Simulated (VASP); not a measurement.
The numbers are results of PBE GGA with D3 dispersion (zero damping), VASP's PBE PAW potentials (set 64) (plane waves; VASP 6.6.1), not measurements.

VASP ran on this input.

### POSCAR
```
MgF2
1
    4.6530827323     0.0000000000     0.0000000000
    0.0000000000     4.6530827323     0.0000000000
    0.0000000000     0.0000000000     3.0726662530
Mg F
2 4
Direct
  0.0000000000   0.0000000000   1.0000000000
  0.5000000000   0.5000000000   0.5000000000
  0.3027603049   0.3027603049   1.0000000000
  0.8027603049   0.1972396951   0.5000000000
  0.1972396951   0.8027603049   0.5000000000
  0.6972396951   0.6972396951   0.0000000000
```

**KPOINTS**
```
Automatic mesh
0
Gamma
5 5 7
```

INCAR:
```
ALGO  =  Normal   # blocked Davidson
LWAVE  =  .FALSE.
NELM  =  100
LREAL  =  .FALSE.
ENCUT  =  520   # plane-wave cut-off (eV)
ISMEAR  =  0   # Gaussian
PREC  =  Accurate
EDIFF  =  1E-6   # SCF stop (eV)
IBRION  =  2
SIGMA  =  0.05   # width (eV)
SYSTEM  =  MgF2
IVDW  =  11
LCHARG  =  .FALSE.
ISIF  =  3   # ions, shape and volume
GGA  =  PE   # PBE
NSW  =  60   # most ionic steps
EDIFFG  =  -0.02   # ionic stop
LASPH  =  .TRUE.
```

POTCAR, in this order: Mg F (PBE.64 set). Program: vasp_std.

The run wrote:

File OUTCAR:
```
 ion  position               nearest neighbor table
   1  0.000  0.000  0.000-   3 1.99   6 1.99   5 2.01   4 2.01   4 2.01   5 2.01   2 3.63   2 3.63
                             2 3.63   2 3.63   2 3.63   2 3.63   2 3.63   2 3.63
   2  0.500  0.500  0.500-   4 1.99   5 1.99   3 2.01   6 2.01   3 2.01   6 2.01   1 3.63   1 3.63
                             1 3.63   1 3.63   1 3.63   1 3.63   1 3.63   1 3.63
   3  0.303  0.303  0.000-   1 1.99   2 2.01   2 2.01
   4  0.803  0.197  0.500-   2 1.99   1 2.01   1 2.01
   5  0.197  0.803  0.500-   2 1.99   1 2.01   1 2.01
   6  0.697  0.697  0.000-   1 1.99   2 2.01   2 2.01
  LATTYP: Found a simple tetragonal cell.
 ALAT       =     4.6530827323
 C/A-ratio  =     0.6603506599
 Subroutine PRICEL returns:
 Original cell was already a primitive cell.
 Subroutine GETGRP returns: Found 16 space group operations
The static configuration has the point symmetry D_2h.
 The point group associated with its full space group is D_4h.
The dynamic configuration has the point symmetry D_2h.
 Subroutine INISYM returns: Found 16 space group operations
 Subroutine IBZKPT returns following result:
 Found     24 irreducible k-points:

 Following reciprocal coordinates:
            Coordinates               Weight
  0.000000  0.000000  0.000000      1.000000
  0.200000  0.000000  0.000000      4.000000
  0.400000  0.000000  0.000000      4.000000
  0.200000  0.200000  0.000000      4.000000
  0.400000  0.200000  0.000000      8.000000
  0.400000  0.400000  0.000000      4.000000
  0.000000  0.000000  0.142857      2.000000
  0.200000  0.000000  0.142857      8.000000
  0.400000  0.000000  0.142857      8.000000
  0.200000  0.200000  0.142857      8.000000
  0.400000  0.200000  0.142857     16.000000
  0.400000  0.400000  0.142857      8.000000
  0.000000  0.000000  0.285714      2.000000
  0.200000  0.000000  0.285714      8.000000
  0.400000  0.000000  0.285714      8.000000
  0.200000  0.200000  0.285714      8.000000
  0.400000  0.200000  0.285714     16.000000
  0.400000  0.400000  0.285714      8.000000
  0.000000  0.000000  0.428571      2.000000
  0.200000  0.000000  0.428571      8.000000
  0.400000  0.000000  0.428571      8.000000
  0.200000  0.200000  0.428571      8.000000
  0.400000  0.200000  0.428571     16.000000
  0.400000  0.400000  0.428571      8.000000
   k-points           NKPTS =     24   k-points in BZ     NKDIM =     24   number of bands    NBANDS=     20
   number of dos      NEDOS =    301   number of ions     NIONS =      6
   total plane-waves  NPLWV =  31104
   dimension x,y,z NGX =    36 NGY =   36 NGZ =   24
   dimension x,y,z NGXF=    72 NGYF=   72 NGZF=   48
   ions per type =               2   4
   PREC   = accura    normal or accurate (medium, high low for compatibility)
   ISTART =      0    job   : 0-new  1-cont  2-samecut
   ICHARG =      2    charge: 1-file 2-atom 10-const
   ISPIN  =      1    spin polarized calculation?
   LNONCOLLINEAR =      F non collinear calculations
   LSORBIT =      F    spin-orbit coupling
   INIWAV =      1    electr: 0-lowe 1-rand  2-diag
   ENCUT  =  520.0 eV  38.22 Ry    6.18 a.u.   8.65  8.65  5.71*2*pi/ulx,y,z
   NELM   =    100;   NELMIN=  2; NELMDL= -5     # of ELM steps
   EDIFF  = 0.1E-05   stopping-criterion for ELM
   LREAL  =      F    real-space projection
   NLSPLINE    = F    spline interpolate recip. space projectors
   LMAXMIX     =    2 max onsite mixed and CHGCAR
   VOSKOWN=      0    Vosko Wilk Nusair interpolation
   EDIFFG = -.2E-01   stopping-criterion for IOM
   NSW    =     60    number of steps for IOM
   NBLOCK =      1;   KBLOCK =     60    inner block; outer block
   IBRION =      2    ionic relax: 0-MD 1-quasi-New 2-CG
   NFREE  =      1    steps in history (QN), initial steepest desc. (CG)
   ISIF   =      3    stress and relaxation
   ISYM   =      2    0-nonsym 1-usesym 2-fastsym
...
```

**OSZICAR**
```
       N       E                     dE             d eps       ncg     rms          rms(c)
DAV:   1     0.199152612535E+03    0.19915E+03   -0.18349E+04  1008   0.150E+03
DAV:   2    -0.249115822034E+02   -0.22406E+03   -0.21686E+03  1284   0.335E+02
DAV:   3    -0.340681134596E+02   -0.91565E+01   -0.91297E+01  1112   0.712E+01
DAV:   4    -0.341267241308E+02   -0.58611E-01   -0.58595E-01  1108   0.661E+00
DAV:   5    -0.341270862425E+02   -0.36211E-03   -0.36210E-03  1076   0.526E-01    0.100E+01
DAV:   6    -0.314828294881E+02    0.26443E+01   -0.11222E+01  1096   0.256E+01    0.303E+00
DAV:   7    -0.315036250858E+02   -0.20796E-01   -0.12426E-01  1032   0.256E+00    0.190E+00
DAV:   8    -0.315332015617E+02   -0.29576E-01   -0.54366E-02  1092   0.273E+00    0.174E-01
DAV:   9    -0.315341727308E+02   -0.97117E-03   -0.36179E-03  1104   0.452E-01    0.749E-02
DAV:  10    -0.315344022032E+02   -0.22947E-03   -0.24996E-04  1080   0.138E-01    0.145E-02
DAV:  11    -0.315344033919E+02   -0.11887E-05   -0.32273E-05  1112   0.467E-02    0.807E-03
DAV:  12    -0.315344033962E+02   -0.43347E-08   -0.10587E-05  1084   0.264E-02    0.274E-03
DAV:  13    -0.315344033009E+02    0.95382E-07   -0.74888E-07   600   0.719E-03
   1 F= -.32282307E+02 E0= -.32282307E+02  d E =-.322823E+02
```

File OUTCAR:
```
------------------------ aborting loop because EDIFF is reached ----------------------------------------
 Edisp (eV)   -0.74790
  FORCE on cell =-STRESS in cart. coord.  units (eV):
  Direction    XX          YY          ZZ          XY          YZ          ZX
  --------------------------------------------------------------------------------------
  Total       0.03907     0.03907    -0.07515     0.00000     0.00000     0.00000
  in kB       0.94092     0.94092    -1.80975     0.00000     0.00000     0.00000
  external pressure =        0.02 kB  Pullay stress =        0.00 kB
  volume of cell :       66.53
      direct lattice vectors                 reciprocal lattice vectors
     4.653082732  0.000000000  0.000000000     0.214911287  0.000000000  0.000000000
     0.000000000  4.653082732  0.000000000     0.000000000  0.214911287  0.000000000
     0.000000000  0.000000000  3.072666253     0.000000000  0.000000000  0.325450250
 POSITION                                       TOTAL-FORCE (eV/Angst)
 -----------------------------------------------------------------------------------
      0.00000      0.00000      0.00000         0.000000     -0.000000     -0.000000
      2.32654      2.32654      1.53633         0.000000     -0.000000     -0.000000
      1.40877      1.40877      0.00000         0.012506      0.012506      0.000000
      3.73531      0.91777      1.53633         0.012506     -0.012506     -0.000000
      0.91777      3.73531      1.53633        -0.012506      0.012506     -0.000000
      3.24431      3.24431      0.00000        -0.012506     -0.012506     -0.000000
 -----------------------------------------------------------------------------------
    total drift:                                0.000000     -0.000000      0.000000
  FREE ENERGIE OF THE ION-ELECTRON SYSTEM (eV)
  ---------------------------------------------------
  free  energy   TOTEN  =       -32.2823071385 eV

  energy  without entropy=      -32.2823071385  energy(sigma->0) =      -32.28230714

 reached required accuracy - stopping structural energy minimisation
```
(Selected blocks of OUTCAR.)

File OUTCAR:
```
 val. band max:       -1.3214040974   @ k =   0.0000   0.0000   0.0000

 cond. band min:       5.6393181277   @ k =   0.0000   0.0000   0.0000


 Fermi energy:        -1.0183826557

 k-point     1 :       0.0000    0.0000    0.0000
  band No.  band energies     occupation
      1     -21.9994      2.00000
      2     -21.2329      2.00000
      3     -21.2329      2.00000
      4     -21.1419      2.00000
      5      -5.3274      2.00000
      6      -3.7464      2.00000
      7      -3.3763      2.00000
      8      -3.3763      2.00000
      9      -3.1939      2.00000
     10      -3.1551      2.00000
     11      -2.5234      2.00000
     12      -2.5234      2.00000
     13      -2.0431      2.00000
     14      -1.6402      2.00000
     15      -1.6402      2.00000
     16      -1.3214      2.00000
     17       5.6393      0.00000
     18      10.7934      0.00000
     19      10.7934      0.00000
     20      12.2729      0.00000

 k-point     2 :       0.2000    0.0000    0.0000
  band No.  band energies     occupation
      1     -21.9380      2.00000
      2     -21.3435      2.00000
      3     -21.2157      2.00000
      4     -21.1172      2.00000
      5      -5.1834      2.00000
      6      -3.8025      2.00000
      7      -3.6902      2.00000
      8      -3.1726      2.00000
      9      -3.1347      2.00000
     10      -2.8392      2.00000
     11      -2.5931      2.00000
     12      -2.4782      2.00000
     13      -2.0891      2.00000
     14      -1.9711      2.00000
     15      -1.6671      2.00000
     16      -1.4152      2.00000
     17       6.1262      0.00000
     18      10.0987      0.00000
     19      11.0465      0.00000
     20      12.4045      0.00000

 k-point     3 :       0.4000    0.0000    0.0000
  band No.  band energies     occupation
      1     -21.7721      2.00000
      2     -21.5513      2.00000
      3     -21.1732      2.00000
      4     -21.1296      2.00000
      5      -4.8168      2.00000
...
```

The compound is MgF2 in the rutile structure. It was relaxed first. The start is the result of an earlier pass.
